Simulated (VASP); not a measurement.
# Nd (Im-3m) in VASP: further runs

Runs on Nd. Level: PBE. Tasks: single point.

All numbers are computed with VASP 6.6.1; they aren't measurements. Logs are shortened: lines on timing, memory, paths and dates and some standing lists are left out, and cuts for length are marked.

## (1) The structure

It takes space group Im-3m (No. 229, cubic). Conventional cell: a = 4.151 Å, b = 4.151 Å, c = 4.151 Å, α = 90.00°, β = 90.00°, γ = 90.00°. Around Nd (site symmetry m-3m) lie 8 Nd at 3.59 Å.

This isn't the form of Nd at room conditions, which is double hcp.

## (2) Single point, PBE, collinear spin, ferromagnetic start

The input, INCAR:

```
SYSTEM = Nd
  ADDGRID = .False.
  ALGO = Normal
  EDIFF = 1E-6
  ENCUT = 460
  GGA = PE
  ISIF = 2
  ISMEAR = -1
  ISPIN = 2
  LASPH = .True.
  LCHARG = .False.
  LMAXMIX = 6
  LORBIT = 11
  LREAL = Auto
  LWAVE = .False.
  MAGMOM = 3
  NBANDS = 16
  NELM = 100
  PREC = Accurate
  SIGMA = 0.1
```

The input, KPOINTS:

```
k-points
0
Gamma
  5 5 5
  0 0 0
```

The input, POSCAR:

```
Nd
1.0
   -2.0754700287      2.0754700287      2.0754700287
    2.0754700287     -2.0754700287      2.0754700287
    2.0754700287      2.0754700287     -2.0754700287
Nd
1
Direct
    0.0000000000      0.0000000000      0.0000000000
```

Potentials or basis: VASP PAW PBE potentials, release 64 (Nd_3), 4f in core.

The run is started by

```sh
> cat potpaw_PBE.64/Nd_3/POTCAR > POTCAR
> mpirun -np 1 vasp_std > vasp.out
```

OUTCAR:

```text
SYSTEM = Nd
   EDIFF = 1E-6
   ENCUT = 460
   GGA = PE
   ISIF = 2
   ISMEAR = -1
   ISPIN = 2
   LASPH = .True.
   LORBIT = 11
   LREAL = Auto
   NELM = 100
   PREC = Accurate

 Found     10 irreducible k-points:

 Following reciprocal coordinates:
            Coordinates               Weight
  0.000000  0.000000  0.000000      1.000000
  0.200000  0.000000  0.000000     12.000000
  0.400000  0.000000  0.000000     12.000000
  0.200000  0.200000  0.000000     24.000000
  0.400000  0.200000  0.000000     24.000000
  0.200000  0.200000  0.200000      8.000000
   k-points           NKPTS =     10   k-points in BZ     NKDIM =     10   number of bands    NBANDS=     16
   number of dos      NEDOS =    301   number of ions     NIONS =      1
   total plane-waves  NPLWV =  21952
   dimension x,y,z NGX =    28 NGY =   28 NGZ =   28
   dimension x,y,z NGXF=    56 NGYF=   56 NGZF=   56
   ions per type =               1
   NGX,Y,Z   is equivalent  to a cutoff of  12.95, 12.95, 12.95 a.u.
   NGXF,Y,Z  is equivalent  to a cutoff of  25.90, 25.90, 25.90 a.u.
 SYSTEM =  Nd
   PREC   = accura    normal or accurate (medium, high low for compatibility)
   ISTART =      0    job   : 0-new  1-cont  2-samecut
   ICHARG =      2    charge: 1-file 2-atom 10-const
   ISPIN  =      2    spin polarized calculation?
   LNONCOLLINEAR =      F non collinear calculations
   LSORBIT =      F    spin-orbit coupling
   LASPH  =      T    aspherical Exc in radial PAW
   ENCUT  =  460.0 eV  33.81 Ry    5.81 a.u.   6.29  6.29  6.29*2*pi/ulx,y,z
   NELM   =    100;   NELMIN=  2; NELMDL= -5     # of ELM steps
   EDIFF  = 0.1E-05   stopping-criterion for ELM
   LREAL  =      T    real-space projection
   EDIFFG = 0.1E-04   stopping-criterion for IOM
   NSW    =      0    number of steps for IOM
   IBRION =     -1    ionic relax: 0-MD 1-quasi-New 2-CG
   NFREE  =      0    steps in history (QN), initial steepest desc. (CG)
   ISIF   =      2    stress and relaxation
   ISYM   =      2    0-nonsym 1-usesym 2-fastsym
   POTIM  = 0.5000    time-step for ionic-motion
   TEBEG  =    0.0;   TEEND  =   0.0 temperature during run
   PSTRESS=    0.0 pullay stress
   NELECT =      11.0000    total number of electrons
   NUPDOWN=      -1.0000    fix difference up-down
   EMIN   =  10.00;   EMAX   =-10.00  energy-range for DOS
   EFERMI =   0.00;   METHOD = LEGACY
   ISMEAR =    -1;   SIGMA  =   0.10  broadening in eV -4-tet -1-fermi 0-gaus
   EFERMI_NEDOS =   21; number of points for ismear=-14 and -15
   IALGO  =     38    algorithm
   IMIX   =      4    mixing-type and parameters
     AMIX     =   0.40;   BMIX     =  1.00
     AMIX_MAG =   1.60;   BMIX_MAG =  1.00
  volume/ion in A,a.u.               =      35.76       241.33
  Fermi-wavevector in a.u.,A,eV,Ry     =   1.105103  2.088341 16.616139  1.221252
  Thomas-Fermi vector in A             =   2.241585
   LORBIT       =     11    0 simple, 1 ext, 2 COOP (PROOUT), +10 PAW based schemes
   GGA     = PE    functional components
   LHFCALC =     F    Hartree Fock is set to
   AEXX    =    0.0000 exact exchange contribution
   IVDW    =     0    specifies the selected vdW correction
   LEPSILON=     F    determine dielectric tensor
   LRPA    =     F    only Hartree local field effects (RPA)
 spin polarized calculation
  energy-cutoff  :      460.00
  volume of cell :       35.76
 maximum number of plane-waves:       811
 NGX is ok and might be reduce to    28
   NGX = 13   NGY = 13   NGZ = 13

 number of electron      11.0000000 magnetization       0.6876513

 Free energy of the ion-electron system (eV)
  ---------------------------------------------------
  ext. energy  EPLUGINS =         0.00000000
  ---------------------------------------------------
  free energy    TOTEN  =        -4.59140455 eV

  energy without entropy =       -4.52849389  energy(sigma->0) =       -4.55994922

 E-fermi :   3.3371     XC(G=0):  -9.5851

 val. band max:        3.2131647159   @ k =   0.2000   0.2000   0.0000
 cond. band min:       3.4769116973   @ k =  -0.4000   0.4000   0.2000
 fundamental gap:      0.2637469813
 Fermi energy:         3.3370741134

 spin component 1

 k-point     1 :       0.0000    0.0000    0.0000
  band No.  band energies     occupation
      1     -34.7469      1.00000
      2     -15.3971      1.00000
      3     -15.3971      1.00000
      4     -15.3971      1.00000
      5      -0.8630      1.00000
      6       4.5577      0.00000
[... 8 lines left out ...]
     15      20.4296      0.00000
     16      22.1146      0.00000

 k-point     2 :       0.2000    0.0000    0.0000
  band No.  band energies     occupation
      1     -34.7052      1.00000
      2     -15.7621      1.00000
      3     -15.5087      1.00000
      4     -15.4002      1.00000
      5       0.1787      1.00000
      6       3.8764      0.00453
[... 8 lines left out ...]
     15      17.9065      0.00000
     16      20.7912      0.00000

 k-point     3 :       0.4000    0.0000    0.0000
  band No.  band energies     occupation
      1     -34.6368      1.00000
      2     -16.2991      1.00000
      3     -15.6820      1.00000
      4     -15.4055      1.00000
      5       1.1507      1.00000
      6       3.0595      0.94134
[... 8 lines left out ...]
     15      18.9163      0.00000
     16      19.5562      0.00000

 k-point     4 :       0.2000    0.2000    0.0000
  band No.  band energies     occupation
      1     -34.6500      1.00000
      2     -16.1201      1.00000
      3     -15.6702      1.00000
      4     -15.4776      1.00000
      5       1.5472      1.00000
      6       3.2132      0.77541
[... 8 lines left out ...]
     15      18.9027      0.00000
     16      21.3782      0.00000

 k-point     5 :       0.4000    0.2000    0.0000
  band No.  band energies     occupation
      1     -34.6155      1.00000
      2     -16.2683      1.00000
      3     -15.8581      1.00000
      4     -15.5000      1.00000
      5       1.8925      1.00000
      6       3.0631      0.93932
[... 8 lines left out ...]
     15      18.4214      0.00000
     16      21.1538      0.00000

 k-point     6 :       0.2000    0.2000    0.2000
  band No.  band energies     occupation
      1     -34.6218      1.00000
      2     -16.1463      1.00000
      3     -15.7392      1.00000
      4     -15.7392      1.00000
      5       3.0057      0.96491
      6       3.0057      0.96491
[... 8 lines left out ...]
     15      19.5220      0.00000
     16      20.6800      0.00000

 [... further k-points ...]

 spin component 2

 k-point     1 :       0.0000    0.0000    0.0000
  band No.  band energies     occupation
      1     -34.5988      1.00000
      2     -15.2103      1.00000
      3     -15.2103      1.00000
      4     -15.2103      1.00000
      5      -0.3285      1.00000
      6       5.0010      0.00000
[... 8 lines left out ...]
     15      20.8791      0.00000
     16      22.5290      0.00000

 k-point     2 :       0.2000    0.0000    0.0000
  band No.  band energies     occupation
      1     -34.5586      1.00000
      2     -15.5610      1.00000
      3     -15.3177      1.00000
      4     -15.2136      1.00000
      5       0.7038      1.00000
      6       4.3371      0.00005
[... 8 lines left out ...]
     15      18.3859      0.00000
     16      21.2398      0.00000

 k-point     3 :       0.4000    0.0000    0.0000
  band No.  band energies     occupation
      1     -34.4925      1.00000
      2     -16.0791      1.00000
      3     -15.4846      1.00000
      4     -15.2192      1.00000
      5       1.6414      1.00000
      6       3.5346      0.12181
[... 8 lines left out ...]
     15      19.4483      0.00000
     16      20.0613      0.00000

 k-point     4 :       0.2000    0.2000    0.0000
  band No.  band energies     occupation
      1     -34.5052      1.00000
      2     -15.9062      1.00000
      3     -15.4731      1.00000
      4     -15.2883      1.00000
      5       2.0558      1.00000
      6       3.6571      0.03917
[... 8 lines left out ...]
     15      19.4057      0.00000
     16      21.8808      0.00000

 k-point     5 :       0.4000    0.2000    0.0000
  band No.  band energies     occupation
      1     -34.4720      1.00000
      2     -16.0495      1.00000
      3     -15.6540      1.00000
      4     -15.3100      1.00000
      5       2.3731      0.99993
      6       3.5319      0.12473
[... 8 lines left out ...]
     15      18.9024      0.00000
     16      21.6594      0.00000

 k-point     6 :       0.2000    0.2000    0.2000
  band No.  band energies     occupation
      1     -34.4780      1.00000
      2     -15.9318      1.00000
      3     -15.5398      1.00000
      4     -15.5398      1.00000
      5       3.4817      0.19063
      6       3.4817      0.19063
[... 8 lines left out ...]
     15      20.0597      0.00000
     16      21.2256      0.00000

 [... further k-points ...]
[... 5 lines left out ...]
  --------------------------------------------------------------------------------------
  -------------------------------------------------------------------------------------
  Total        0.1214714      0.1214714      0.1214714      0.0000000     -0.0000000      0.0000000
  in kB        5.4422083      5.4422083      5.4422083      0.0000000     -0.0000000      0.0000000
  external PRESSURE =       5.4422083 kB  Pullay stress =       0.0000000 kB

 VOLUME and BASIS-vectors are now :
 -----------------------------------------------------------------------------
  energy-cutoff  :      460.00
  volume of cell :       35.76
      direct lattice vectors                 reciprocal lattice vectors
    -2.075470029  2.075470029  2.075470029     0.000000000  0.240909285  0.240909285
     2.075470029 -2.075470029  2.075470029     0.240909285  0.000000000  0.240909285
     2.075470029  2.075470029 -2.075470029     0.240909285  0.240909285  0.000000000

 POSITION                                       TOTAL-FORCE (eV/Angst)
 -----------------------------------------------------------------------------------
      0.00000      0.00000      0.00000         0.000000      0.000000      0.000000
 -----------------------------------------------------------------------------------
    total drift:                               -0.000000     -0.000000     -0.000000

  FREE ENERGIE OF THE ION-ELECTRON SYSTEM (eV)
  ---------------------------------------------------
  free  energy   TOTEN  =        -4.5914045536 eV

  energy  without entropy=       -4.5284938895  energy(sigma->0) =       -4.55994922

 total charge

# of ion       s       p       d       tot
------------------------------------------
    1        2.152   5.779   0.945   8.876

 magnetization (x)

# of ion       s       p       d       tot
------------------------------------------
    1        0.005   0.023   0.289   0.316
```

It took 23 s on 1 thread of Intel Xeon Platinum 8488C (Sapphire Rapids), shared host; peak memory 0.17 GiB.

These settings aren't checked as converged: the numbers below hold their error.

What came out:

```yaml
Free_energy: -4.5914 eV
Pressure: 0.5 GPa
Band_gap_on_the_k_mesh: none (metal or under the smearing width)
Net_moment: 0.69 μB per cell
Site_moments: Nd +0.32 μB
Valence_electrons_inside_the_program's_atomic_spheres: Nd 8.88
```

Caveat: the k mesh is coarse (spacing up to 0.43 Å⁻¹), so the values aren't converged; the magnetic or orbital state may not be the lowest; spin-orbit coupling is left out, which moves the levels of the heavy elements; the 4f electrons are frozen in the core as for a trivalent ion, so they carry no moment and show no levels.

## (3) Single point, PBE, collinear spin, ferromagnetic start

INCAR, as its differences from that of step 2:

```diff
@@ -3,3 +3,3 @@
   ALGO = Normal
-  EDIFF = 1E-6
+  EDIFF = 0.01
   ENCUT = 460
@@ -13,3 +13,3 @@
   LORBIT = 11
-  LREAL = Auto
+  LREAL = .False.
   LWAVE = .False.
```

KPOINTS is that of step 2.

POSCAR is that of step 2.

Potentials or basis: VASP PAW PBE potentials, release 64 (Nd_3), 4f in core.

The run is started by

```sh
> cat potpaw_PBE.64/Nd_3/POTCAR > POTCAR
> mpirun -np 1 vasp_std > vasp.out
```

OUTCAR:

```text
SYSTEM = Nd
   EDIFF = 0.01
   ENCUT = 460
   GGA = PE
   ISIF = 2
   ISMEAR = -1
   ISPIN = 2
   LASPH = .True.
   LORBIT = 11
   LREAL = .False.
   NELM = 100
   PREC = Accurate

 Found     10 irreducible k-points:

 Following reciprocal coordinates:
            Coordinates               Weight
  0.000000  0.000000  0.000000      1.000000
  0.200000  0.000000  0.000000     12.000000
  0.400000  0.000000  0.000000     12.000000
  0.200000  0.200000  0.000000     24.000000
[... 317 lines left out ...]
  -------------------------------------------------------------------------------------
  Total        0.1368356      0.1368356      0.1368356      0.0000000     -0.0000000     -0.0000000
  in kB        6.1305627      6.1305627      6.1305627      0.0000000     -0.0000000     -0.0000000
  external PRESSURE =       6.1305627 kB  Pullay stress =       0.0000000 kB

 VOLUME and BASIS-vectors are now :
 -----------------------------------------------------------------------------
  energy-cutoff  :      460.00
  volume of cell :       35.76
      direct lattice vectors                 reciprocal lattice vectors
    -2.075470029  2.075470029  2.075470029     0.000000000  0.240909285  0.240909285
     2.075470029 -2.075470029  2.075470029     0.240909285  0.000000000  0.240909285
     2.075470029  2.075470029 -2.075470029     0.240909285  0.240909285  0.000000000

 POSITION                                       TOTAL-FORCE (eV/Angst)
 -----------------------------------------------------------------------------------
      0.00000      0.00000      0.00000         0.000000     -0.000000      0.000000
 -----------------------------------------------------------------------------------
    total drift:                                0.000000     -0.000000      0.000000

  FREE ENERGIE OF THE ION-ELECTRON SYSTEM (eV)
  ---------------------------------------------------
  free  energy   TOTEN  =        -4.5962203102 eV

  energy  without entropy=       -4.5344345510  energy(sigma->0) =       -4.56532743

 total charge

# of ion       s       p       d       tot
------------------------------------------
    1        2.151   5.778   0.946   8.876

 magnetization (x)

# of ion       s       p       d       tot
------------------------------------------
    1        0.007   0.024   0.293   0.324
```

Run time: 9.1 s. Hardware: 1 thread of Intel Xeon Platinum 8488C (Sapphire Rapids), shared host; peak memory 0.16 GiB.

These settings aren't checked as converged: the numbers below hold their error.

What came out:

| Quantity | Value |
| --- | --- |
| Free energy | -4.5962 eV |
| Pressure | 0.6 GPa |
| Band gap on the k mesh | none (metal or under the smearing width) |
| Net moment | 0.72 μB per cell |
| Site moments | Nd +0.32 μB |
| Valence electrons inside the program's atomic spheres | Nd 8.88 |

Caveat: the k mesh is coarse (spacing up to 0.43 Å⁻¹), so the values aren't converged; the magnetic or orbital state may not be the lowest; spin-orbit coupling is left out, which moves the levels of the heavy elements; the 4f electrons are frozen in the core as for a trivalent ion, so they carry no moment and show no levels.

## (4) Single point, PBE, collinear spin, ferromagnetic start

INCAR, as its differences from that of step 3:

```diff
@@ -3,3 +3,3 @@
   ALGO = Normal
-  EDIFF = 0.01
+  EDIFF = 0.001
   ENCUT = 460
```

KPOINTS is that of step 3.

POSCAR is that of step 3.

The run is started by

```sh
> cat potpaw_PBE.64/Nd_3/POTCAR > POTCAR
> mpirun -np 1 vasp_std > vasp.out
```

Run time: 12 s. Hardware: 1 thread of Intel Xeon Platinum 8488C (Sapphire Rapids), shared host; peak memory 0.17 GiB.

These settings aren't checked as converged: the numbers below hold their error.

What came out:

```
Free energy                                           : -4.5915 eV
Pressure                                              : 0.5 GPa
Band gap on the k mesh                                : none (metal or under the smearing width)
Net moment                                            : 0.69 μB per cell
Site moments                                          : Nd +0.32 μB
Valence electrons inside the program's atomic spheres : Nd 8.88
```

Caveat: the k mesh is coarse (spacing up to 0.43 Å⁻¹), so the values aren't converged; the magnetic or orbital state may not be the lowest; spin-orbit coupling is left out, which moves the levels of the heavy elements; the 4f electrons are frozen in the core as for a trivalent ion, so they carry no moment and show no levels.

## (5) The reference run

An earlier run on the cell as given: functional PBE; potentials or basis VASP PAW PBE potentials, release 64 (Nd); cutoff 520 eV; k mesh 9 × 9 × 9; occupations fermi-dirac, width 0.05 eV; collinear spin, ferromagnetic start; starting moments [3.0] μB.

* Pressure: -0.1 GPa
* Band gap on the k mesh: none (metal or under the smearing width)
* Net moment: 4.08 μB per cell
* Site moments: Nd +3.37 μB
* Valence electrons inside the program's atomic spheres: Nd 11.23
